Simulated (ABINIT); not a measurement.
A run of ABINIT 10.8.3 (patched build) is set up as follows.

File run.abi:

```
# Datasets: ground state, then fixed potential
ndtset 2

# Pseudopotentials
pp_dirpath "./"
pseudos "Ge.LDA_PW-JTH.xml"

# Structure
acell 3*1.0
rprim
    -4.8650804796     4.8650804796     2.6407271787
     4.8650804796    -4.8650804796     2.6407271787
     4.8650804796     4.8650804796    -2.6407271787
ntypat 1
znucl 32
natom 2
typat 1 1
xred
     0.5000000000     0.5000000000     0.0000000000
     0.2500000000     0.7500000000     0.5000000000

# Plane-wave basis
ecut 20.0
pawecutdg 40.0

# Exchange and correlation
ixc 7

# Bands and occupations
occopt 3
tsmear 0.05 eV

# SCF cycle
nstep 100

# Output
iomode 3
prtwf 0
prteig 0
prtebands 0
enunit 1
prtden1 1
prtvha1 1
prtvclmb1 1
prtpot1 1

# Dataset 1
kptopt1 1
ngkpt1 11 11 11
nshiftk1 1
shiftk1 0.0 0.0 0.0
nband1 18
tolvrs1 1.0e-9

# Dataset 2: bands along G-X-M-G-Z-P-N-Z1-M
iscf2 -2
getden2 1
nband2 24
nbdbuf2 4
tolwfr2 1.0e-11
kptopt2 -8
ndivsm2 8
prteig2 1
kptbounds2
     0.0000000000     0.0000000000     0.0000000000
     0.0000000000     0.0000000000     0.5000000000
    -0.5000000000     0.5000000000     0.5000000000
     0.0000000000     0.0000000000     0.0000000000
     0.3236558120     0.3236558120    -0.3236558120
     0.2500000000     0.2500000000     0.2500000000
     0.0000000000     0.5000000000     0.0000000000
    -0.3236558120     0.6763441880     0.3236558120
    -0.5000000000     0.5000000000     0.5000000000
```

Potentials or basis: JTH PAW LDA v2.0.

The run is started by

```sh
$ abinit run.abi > log 2>&1
```

Problem. Estimate the band gap on the k mesh.

Solution. None (metal or under the smearing width).

Levels at the corners of the path, in eV from the Fermi level:
```
point  band 12  band 13  band 14  band 15  band 16  band 17
    Γ    -4.19    -2.34    -2.34     3.41     7.50     7.50
    X   -10.60     0.62     0.62     1.88     1.88     7.45
    M    -8.94    -5.88    -5.88     6.13     6.13    10.84
    Γ    -4.19    -2.34    -2.34     3.41     7.50     7.50
    Z    -6.53    -3.78    -3.57    -3.57     3.68     6.65
    P    -6.95    -4.31    -4.31     4.21     4.21     4.80
    N    -6.41    -2.70    -2.01    -1.34     2.57     3.51
   Z1    -6.53    -3.78    -3.57    -3.57     3.68     6.65
    M    -8.94    -5.88    -5.88     6.13     6.13    10.84
```
